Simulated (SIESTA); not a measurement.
Runs of SIESTA 5.4.2 on HfC. It takes space group Fm-3m (No. 225, cubic). The conventional cell has a = 4.650 Å, b = 4.650 Å, c = 4.650 Å, α = 90.00°, β = 90.00°, γ = 90.00°. Hf (site symmetry m-3m) has 6 C at 2.33 Å as nearest neighbours. C (site symmetry m-3m) has 6 Hf at 2.33 Å as nearest neighbours. 

```tsv
task	level	potentials or basis	cell	force tolerance	energy shift	gap on the mesh (eV)	pressure (GPa)	V0 of scaled cells (Å³/atom)	B0 (GPa)
relaxation of cell and atoms	PBE	PseudoDojo 0.4 standard (PBE files), DZ (energy shift 0.01 Ry)	relaxed	0.04 eV/Å	0.01 Ry	none	0.0	-	-
band structure	RPBE	PseudoDojo 0.4 standard (PBE files), DZP (energy shift 0.002 Ry)	as given	-	0.002 Ry	none	6.3	-	-
band structure	xPBE	PseudoDojo 0.4 stringent (PBE files), TZTP (energy shift 0.005 Ry)	as given	-	0.005 Ry	none	1.1	-	-
single point	PBE	PseudoDojo 0.4 standard (PBE files), DZP (energy shift 0.002 Ry)	as given	-	0.002 Ry	none	3.1	-	-
band structure	PBE	PseudoDojo 0.4 standard (PBE files), TZP (energy shift 0.002 Ry)	as given	-	0.002 Ry	none	1.5	-	-
equation of state	PBE	PseudoDojo 0.4 standard (PBE files), DZP (energy shift 0.002 Ry)	as given	-	0.002 Ry	-	-	12.73	234
band structure	PBE	PseudoDojo 0.4 standard (PBE files), SZ (energy shift 0.002 Ry)	as given	-	0.002 Ry	none	-3.0	-	-
equation of state	RPBE	PseudoDojo 0.4 standard (PBE files), DZP (energy shift 0.002 Ry)	as given	-	0.002 Ry	-	-	(a)	(b)
```

Alike in all rows: no spin polarisation; k mesh 10 × 10 × 10; smearing fermi-dirac 0.05 eV; grid cutoff 800 Ry.

Fill in the values left out.

(a) 12.91; (b) 226.

Caveats: the basis of atomic orbitals isn't converged, which shifts pressures, moduli and gaps; semicore shells carry a single zeta, which can move pressures by several GPa and volumes by a few percent (some runs); the potentials were made for another functional, which shifts forces and pressure (some runs); the basis has no polarisation orbitals (some runs); short orbitals over semicore shells can move pressures by several GPa (some runs).

A k mesh can miss the band edges, and the runs leave out spin-orbit coupling on Hf.

A gap of «none» marks a metal or a gap under the smearing width.

Not every run made on this cell is shown here.
